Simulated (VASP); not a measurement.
# Rh (Fm-3m) in VASP: further runs

The runs below take Rh through relaxation of cell and atoms, with PBE.

Everything below comes from runs of VASP 6.6.1. Logs are shortened: lines on timing, memory, paths and dates and some standing lists are left out, and cuts for length are marked.

### 1 Starting point

It takes space group Fm-3m (No. 225, cubic). The conventional cell has a = 3.806 Å, b = 3.806 Å, c = 3.806 Å, α = 90.00°, β = 90.00°, γ = 90.00°. Rh (site symmetry m-3m) is surrounded by 12 Rh at 2.69 Å.

### 2 Relaxation of cell and atoms, PBE

File INCAR:

```
SYSTEM = Rh
ALGO = Normal
EDIFF = 1E-6
EDIFFG = -0.005
ENCUT = 600
GGA = PE
IBRION = 2
ISIF = 3
ISMEAR = 1
KPAR = 2
LASPH = .True.
LCHARG = .False.
LREAL = .False.
LWAVE = .False.
NELM = 120
NSW = 80
PREC = Accurate
SIGMA = 0.1
```

File KPOINTS:

```
k-points
0
Gamma
  20 20 20
  0 0 0
```

File POSCAR:

```
Rh
1.0
    0.0000000000      1.9029861000      1.9029861000
    1.9029861000      0.0000000000      1.9029861000
    1.9029861000      1.9029861000      0.0000000000
Rh
1
Direct
    0.0000000000      0.0000000000      0.0000000000
```

Potentials or basis: VASP PAW PBE potentials, release 64 (Rh_pv).

The run is started by

```sh
$ cat potpaw_PBE.64/Rh_pv/POTCAR > POTCAR
$ mpirun -np 2 vasp_std > vasp.out
```

OUTCAR:

```text
SYSTEM = Rh
   EDIFF = 1E-6
   EDIFFG = -0.005
   ENCUT = 600
   GGA = PE
   IBRION = 2
   ISIF = 3
   ISMEAR = 1
   LASPH = .True.
   LREAL = .False.
   NELM = 120
   NSW = 80
   PREC = Accurate

 ion  position               nearest neighbor table
   1  0.000  0.000  0.000-

  LATTYP: Found a face centered cubic cell.
 ALAT       =     3.8059722000

  Lattice vectors:

 A1 = (   0.0000000000,   1.9029861000,   1.9029861000)
 A2 = (   1.9029861000,   0.0000000000,   1.9029861000)
 A3 = (   1.9029861000,   1.9029861000,   0.0000000000)

Analysis of symmetry for initial positions (statically):
=====================================================================
 Subroutine PRICEL returns:
 Original cell was already a primitive cell.

 Routine SETGRP: Setting up the symmetry group for a
 face centered cubic supercell.

 Subroutine GETGRP returns: Found 48 space group operations
 (whereof 48 operations were pure point group operations)
 out of a pool of 48 trial point group operations.

The static configuration has the point symmetry O_h .

Analysis of symmetry for dynamics (positions and initial velocities):
=====================================================================
 Subroutine PRICEL returns:
 Original cell was already a primitive cell.

 Routine SETGRP: Setting up the symmetry group for a
 face centered cubic supercell.

 Subroutine GETGRP returns: Found 48 space group operations
 (whereof 48 operations were pure point group operations)
 out of a pool of 48 trial point group operations.

The dynamic configuration has the point symmetry O_h .

 Subroutine INISYM returns: Found 48 space group operations
 (whereof 48 operations are pure point group operations),
 and found     1 'primitive' translations

----------------------------------------------------------------------------------------

                                     Primitive cell

  volume of cell :      13.7828

  direct lattice vectors                    reciprocal lattice vectors
     0.000000000  1.902986100  1.902986100    -0.262744956  0.262744956  0.262744956
     1.902986100  0.000000000  1.902986100     0.262744956 -0.262744956  0.262744956
     1.902986100  1.902986100  0.000000000     0.262744956  0.262744956 -0.262744956

  length of vectors
     2.691228752  2.691228752  2.691228752     0.455087614  0.455087614  0.455087614

  position of ions in fractional coordinates (direct lattice)
     0.000000000  0.000000000  0.000000000

  ion indices of the primitive-cell ions
   primitive index   ion index
                 1           1

----------------------------------------------------------------------------------------

 KPOINTS: k-points

Automatic generation of k-mesh.
 Grid dimensions read from file:
 generate k-points for:   20   20   20

 Generating k-lattice:

  Cartesian coordinates                     Fractional coordinates (reciprocal lattice)
    -0.013137248  0.013137248  0.013137248     0.050000000  0.000000000  0.000000000
     0.013137248 -0.013137248  0.013137248     0.000000000  0.050000000  0.000000000
     0.013137248  0.013137248 -0.013137248     0.000000000  0.000000000  0.050000000

  Length of vectors
     0.022754381  0.022754381  0.022754381

  Shift w.r.t. Gamma in fractional coordinates (k-lattice)
     0.000000000  0.000000000  0.000000000

 Subroutine IBZKPT returns following result:
 ===========================================

 Found    256 irreducible k-points:

 Following reciprocal coordinates:
            Coordinates               Weight
  0.000000  0.000000  0.000000      1.000000
  0.050000  0.000000  0.000000      8.000000
  0.100000  0.000000  0.000000      8.000000
  0.150000  0.000000  0.000000      8.000000
  0.200000  0.000000  0.000000      8.000000
  0.250000  0.000000  0.000000      8.000000
[... 16 lines left out ...]
 -0.400000  0.050000  0.000000     24.000000
 -0.350000  0.050000  0.000000     24.000000
 [... further k-points ...]
   k-points           NKPTS =    256   k-points in BZ     NKDIM =    256   number of bands    NBANDS=     11
   number of dos      NEDOS =    301   number of ions     NIONS =      1
   total plane-waves  NPLWV =  13824
   dimension x,y,z NGX =    24 NGY =   24 NGZ =   24
   dimension x,y,z NGXF=    48 NGYF=   48 NGZF=   48
   ions per type =               1
   NGX,Y,Z   is equivalent  to a cutoff of  14.83, 14.83, 14.83 a.u.
   NGXF,Y,Z  is equivalent  to a cutoff of  29.65, 29.65, 29.65 a.u.
 SYSTEM =  Rh
   PREC   = accura    normal or accurate (medium, high low for compatibility)
   ISTART =      0    job   : 0-new  1-cont  2-samecut
   ICHARG =      2    charge: 1-file 2-atom 10-const
   ISPIN  =      1    spin polarized calculation?
   LNONCOLLINEAR =      F non collinear calculations
   LSORBIT =      F    spin-orbit coupling
   LASPH  =      T    aspherical Exc in radial PAW
   ENCUT  =  600.0 eV  44.10 Ry    6.64 a.u.   5.38  5.38  5.38*2*pi/ulx,y,z
   NELM   =    120;   NELMIN=  2; NELMDL= -5     # of ELM steps
   EDIFF  = 0.1E-05   stopping-criterion for ELM
   LREAL  =      F    real-space projection
   EDIFFG = -.5E-02   stopping-criterion for IOM
   NSW    =     80    number of steps for IOM
   IBRION =      2    ionic relax: 0-MD 1-quasi-New 2-CG
   NFREE  =      1    steps in history (QN), initial steepest desc. (CG)
   ISIF   =      3    stress and relaxation
   ISYM   =      2    0-nonsym 1-usesym 2-fastsym
   POTIM  = 0.5000    time-step for ionic-motion
   TEBEG  =    0.0;   TEEND  =   0.0 temperature during run
   PSTRESS=    0.0 pullay stress
   NELECT =      15.0000    total number of electrons
   NUPDOWN=      -1.0000    fix difference up-down
   EMIN   =  10.00;   EMAX   =-10.00  energy-range for DOS
   EFERMI =   0.00;   METHOD = LEGACY
   ISMEAR =     1;   SIGMA  =   0.10  broadening in eV -4-tet -1-fermi 0-gaus
   EFERMI_NEDOS =   21; number of points for ismear=-14 and -15
   IALGO  =     38    algorithm
   IMIX   =      4    mixing-type and parameters
     AMIX     =   0.40;   BMIX     =  1.00
     AMIX_MAG =   1.60;   BMIX_MAG =  1.00
  volume/ion in A,a.u.               =      13.78        93.01
  Fermi-wavevector in a.u.,A,eV,Ry     =   1.683939  3.182183 38.581359  2.835650
  Thomas-Fermi vector in A             =   2.767050
   LORBIT       =      0    0 simple, 1 ext, 2 COOP (PROOUT), +10 PAW based schemes
   GGA     = PE    functional components
   LHFCALC =     F    Hartree Fock is set to
   AEXX    =    0.0000 exact exchange contribution
   IVDW    =     0    specifies the selected vdW correction
   LEPSILON=     F    determine dielectric tensor
   LRPA    =     F    only Hartree local field effects (RPA)
 conjugate gradient relaxation of ions
 non-spin polarized calculation
 Methfessel and Paxton  Order N= 1 SIGMA  =   0.10
  energy-cutoff  :      600.00
  volume of cell :       13.78
 maximum number of plane-waves:       477
 NGX is ok and might be reduce to    24
   NGX = 11   NGY = 11   NGZ = 11

--------------------------------------- Ionic step        1  -------------------------------------------

 number of electron      15.0000002 magnetization

 Free energy of the ion-electron system (eV)
  ---------------------------------------------------
  ext. energy  EPLUGINS =         0.00000000
  ---------------------------------------------------
  free energy    TOTEN  =        -7.25560452 eV

  energy without entropy =       -7.25567842  energy(sigma->0) =       -7.25562916

------------------------ aborting loop because EDIFF is reached ----------------------------------------

  FORCE on cell =-STRESS in cart. coord.  units (eV):
  Direction    XX          YY          ZZ          XY          YZ          ZX
  --------------------------------------------------------------------------------------
  -------------------------------------------------------------------------------------
  Total        0.4244483      0.4244483      0.4244483      0.0000000     -0.0000000      0.0000000
  in kB       49.3399300     49.3399300     49.3399300      0.0000000     -0.0000000      0.0000000
  external PRESSURE =      49.3399300 kB  Pullay stress =       0.0000000 kB
[... 55 lines left out ...]
  energy  without entropy=       -7.2400582399  energy(sigma->0) =       -7.23987453

--------------------------------------- Ionic step        3  -------------------------------------------

 number of electron      15.0000000 magnetization

 Free energy of the ion-electron system (eV)
  ---------------------------------------------------
  ext. energy  EPLUGINS =         0.00000000
  ---------------------------------------------------
  free energy    TOTEN  =        -7.25941723 eV

  energy without entropy =       -7.25954814  energy(sigma->0) =       -7.25946087

 E-fermi :  11.5291     XC(G=0): -13.8962

 val. band max:       11.5277872067   @ k =  -0.3500   0.2000   0.0500
 cond. band min:      11.5292372122   @ k =  -0.3500   0.2500   0.0500
 fundamental gap:      0.0014500055
 Fermi energy:        11.5291451406

 k-point     1 :       0.0000    0.0000    0.0000
  band No.  band energies     occupation
      1     -34.8196      2.00000
      2     -34.8196      2.00000
      3     -34.8196      2.00000
      4       3.7182      2.00000
      5       8.5441      2.00000
      6       8.5441      2.00000
      7       8.5441      2.00000
      8      10.5624      2.00000
      9      10.5624      2.00000
     10      27.5309      0.00000
     11      32.1208      0.00000
[... 309 lines left out ...]
 k-point    24 :      -0.3500    0.0500    0.0000
  band No.  band energies     occupation
      1     -35.3870      2.00000
      2     -34.9171      2.00000
      3     -34.8946      2.00000
      4       5.7795      2.00000
      5       8.6051      2.00000
      6       8.6869      2.00000
      7       9.9770      2.00000
      8      11.3356      2.01956
      9      12.0675     -0.00000
     10      22.7037      0.00000
     11      27.8866      0.00000

 [... further k-points ...]

------------------------ aborting loop because EDIFF is reached ----------------------------------------

  FORCE on cell =-STRESS in cart. coord.  units (eV):
  Direction    XX          YY          ZZ          XY          YZ          ZX
  --------------------------------------------------------------------------------------
  -------------------------------------------------------------------------------------
  Total       -0.0024664     -0.0024664     -0.0024664     -0.0000000     -0.0000000      0.0000000
  in kB       -0.2814537     -0.2814537     -0.2814537     -0.0000000     -0.0000000      0.0000000
  external PRESSURE =      -0.2814537 kB  Pullay stress =       0.0000000 kB
[... 16 lines left out ...]
  FREE ENERGIE OF THE ION-ELECTRON SYSTEM (eV)
  ---------------------------------------------------
  free  energy   TOTEN  =        -7.2594172266 eV

  energy  without entropy=       -7.2595481435  energy(sigma->0) =       -7.25946087

 reached required accuracy - stopping structural energy minimisation
```

Wall time 16 s (2 MPI ranks of Intel Xeon 6975P-C (Granite Rapids), shared host); peak memory 0.17 GiB.

Results:

```
Free energy                            : -7.2594 eV
Relaxed volume                         : 14.04 Å³/atom
Relaxed cell                           : a = 2.708 Å, b = 2.708 Å, c = 2.708 Å, α = 60.00°, β = 60.00°, γ = 60.00°
Space group after relaxing (to 0.05 Å) : Fm-3m (No. 225)
Energy gained by relaxing              : 3.8 meV/atom
Ionic steps                            : 3
Pressure after relaxing                : 0.0 GPa
Band gap on the k mesh                 : none (metal or under the smearing width)
```

The path:
```tsv
step	energy change (eV)	largest force (eV/Å)	pressure (GPa)	volume (Å³)
1	0.0000	0.0000	4.93	13.78
2	0.0158	0.0000	-9.86	14.65
3	-0.0038	0.0000	-0.03	14.04
```

Final structure:
```xyz
1
Lattice="0.0000 1.9148 1.9148 1.9148 0.0000 1.9148 1.9148 1.9148 0.0000" Properties=species:S:1:pos:R:3 pbc="T T T"
Rh    0.0000    0.0000    0.0000
```

### 3 Relaxation of cell and atoms, PBE

This run uses another cell than the first one, of 14.04 Å³/atom, 1.019 times its volume.

INCAR is that of step 2.

KPOINTS is that of step 2.

File POSCAR:

```
Rh                                      
1.0
   -0.0000000000      1.9147527603      1.9147527603
    1.9147527603     -0.0000000000      1.9147527603
    1.9147527603      1.9147527603      0.0000000000
  Rh            
     1
Direct
     0.0000000000000000    0.0000000000000000    0.0000000000000000
```

Potentials or basis: VASP PAW PBE potentials, release 64 (Rh_pv).

The run is started by

```sh
$ cat potpaw_PBE.64/Rh_pv/POTCAR > POTCAR
$ mpirun -np 2 vasp_std > vasp.out
```

It took 13 s on 2 MPI ranks of Intel Xeon 6975P-C (Granite Rapids), shared host; peak memory 0.17 GiB.

Results (log left out):

```
Free energy                            : -7.2598 eV
Relaxed volume                         : 14.04 Å³/atom
Relaxed cell                           : a = 2.708 Å, b = 2.708 Å, c = 2.708 Å, α = 60.00°, β = 60.00°, γ = 60.00°
Space group after relaxing (to 0.05 Å) : Fm-3m (No. 225)
Energy gained by relaxing              : 0.0 meV/atom
Ionic steps                            : 3
Pressure after relaxing                : 0.0 GPa
Band gap on the k mesh                 : none (metal or under the smearing width)
```

Final structure:
```cif
data_structure
_symmetry_space_group_name_H-M 'P 1'
_symmetry_Int_Tables_number 1
_cell_length_a 2.7077
_cell_length_b 2.7077
_cell_length_c 2.7077
_cell_angle_alpha 60.000
_cell_angle_beta 60.000
_cell_angle_gamma 60.000
_cell_volume 14.04
loop_
_atom_site_label
_atom_site_type_symbol
_atom_site_fract_x
_atom_site_fract_y
_atom_site_fract_z
_atom_site_occupancy
Rh1 Rh 0.00000 0.00000 0.00000 1
```

Levels at points of the mesh, in eV from the Fermi level:
| k point | band 4 | band 5 | band 6 | band 7 | band 8 | band 9 | band 10 | band 11 |
| --- | --- | --- | --- | --- | --- | --- | --- | --- |
| (0.00, 0.00, 0.00) | -7.81 | -2.99 | -2.99 | -2.99 | -0.97 | -0.97 | 16.00 | 20.59 |
| (0.50, 0.00, 0.00) | -5.95 | -3.06 | -3.06 | 0.54 | 0.54 | 0.75 | 8.42 | 15.50 |
| (0.50, 0.50, 0.00) | -6.13 | -5.77 | 0.51 | 0.94 | 0.94 | 3.23 | 12.01 | 13.20 |
